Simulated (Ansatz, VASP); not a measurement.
# One calculation of Ir, two programs

```
Ir
1.0
    -0.00903    1.95837    1.93892
     1.89839    0.02290    1.90699
     1.89968    1.92773    0.02161
Ir
1
Cartesian
  -0.0331 -0.0321 -0.0109
```

Change from the starting cell: cell strained at random at fixed volume.

Alike in both runs: task single point; functional PBE; k mesh 12 × 12 × 12; occupations fermi-dirac, width 0.05 eV; no spin polarisation.

|  | VASP | Ansatz |
| --- | --- | --- |
| version | VASP 6.6.1 | Ansatz 0.2.0 |
| potentials or method | VASP PAW PBE potentials, release 64 (Ir) | Ansatz PAW soft_1 |
| plane-wave cutoff (eV) | 520 | 420 |
| valence electrons in the cell | 9 | 17 |

Ansatz gave:

| Property | Result |
| --- | --- |
| gap on the k mesh at the Fermi level (eV) | none |
| pressure (GPa) | 11.5 |
| largest component of the traceless stress (GPa) | 8.47 |

Task: Estimate VASP's values.

Result: gap on the k mesh at the Fermi level (eV): none; pressure (GPa): 12.2; largest component of the traceless stress (GPa): 8.44.

A gap of «none» marks a metal or a gap that the smearing closes. The two sets of potentials don't hold the same shells in valence.

Spin-orbit coupling is left out, which matters for the levels of Ir.
